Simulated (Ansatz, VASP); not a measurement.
## Al in VASP and in Ansatz

```
Al
1.0
    -1.60708    1.60708    1.60708
     1.60708   -1.60708    1.60708
     1.60708    1.60708   -1.60708
Al
1
Direct
  0.00000 0.00000 0.00000
```

Alike in both runs: functional PBEsol; k mesh 14 × 14 × 14; occupations fermi-dirac, width 0.1 eV; no spin polarisation.

Ansatz relaxed the structure, and its values are those at the end. VASP's run is a single point on that final structure, the one shown.

|  | VASP | Ansatz |
| --- | --- | --- |
| version | VASP 6.6.1 | Ansatz 0.2.0 |
| potentials or method | VASP PAW PBE potentials, release 64 (Al) | plane waves (420 eV) with PAW, scalar-relativistic |
| plane-wave cutoff (eV) | 520 | 420 |
| valence electrons in the cell | 3 | 3 |

Ansatz gave:

- pressure (GPa): 0.0

**Question.** Which values does VASP return?

**Answer.** Pressure (GPa): 0.1.

Ansatz warned: «pseudo_functional_mismatch».

Caveats: the PAW data sets were made with another functional, which shifts forces and pressure a little (VASP).
